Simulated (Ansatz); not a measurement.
**ZnS (Wurtzite-2H) under changes of volume**

One of the cells (19.603 Å³/atom); the others are scaled copies at fixed shape and fractional positions:

```
Zn S
1.0
     3.81100    0.00000    0.00000
    -1.90550    3.30042    0.00000
     0.00000    0.00000    6.23400
Zn S
2 2
Cartesian
  1.9055 1.1001 3.1170
  0.0000 2.2003 0.0000
  1.9055 1.1001 5.5171
  0.0000 2.2003 2.4001
```

```yaml
Program: Ansatz 0.2.0
Functional: r2SCAN
Potentials_or_basis: Ansatz PAW
Cutoff: "500 eV (not typed: the program's choice for these potentials)"
k_mesh: 8 × 8 × 5
Occupations: fermi-dirac, width 0.05 eV
Spin: no spin polarisation
```

```tsv
volume (Å³/atom)	energy over the lowest point (meV/atom)	pressure (GPa)	gap on the mesh (eV)	largest force (eV/Å)
18.427	?	?	?	?
18.819	8.85	3.6	3.02	0.370
19.211	2.28	1.8	2.92	0.342
19.603	0.00	0.1	2.82	0.317
19.995	1.57	-1.4	2.72	0.293
20.387	6.60	-2.7	2.62	0.271
20.779	14.74	-3.9	2.53	0.250
```

Problem. What does the run at 18.427 Å³/atom give?

Solution. Energy over the lowest point 20.18 meV/atom; pressure 5.7 GPa; gap on the mesh 3.12 eV; largest force 0.399 eV/Å.

Worked out: A Birch-Murnaghan fit of order 3 (a polynomial in V^(-2/3)) to the other rows has its minimum at 19.63 Å³/atom with B0 = V·E''(V) = 78 GPa and B' = 4.4 at fixed shape and positions, which overstates the stiffness. It gives 20.20 meV/atom at 18.427 Å³/atom, against the run's 20.18, and -dE/dV = 5.7 GPa, against 5.7. A straight line through the other rows of the gap, of slope -4.98 eV per unit of ln V (its deformation potential), extrapolates to 3.13 eV, against the run's 3.12.

Energies are extrapolated to zero smearing.

Caveats: odd divisions of the mesh miss points on the zone boundary, where band edges often lie, so the gap on the mesh can be too wide; the PAW data sets come from PBE, with cores solved anew for the run's functional, which leaves a small shift of forces and pressure.
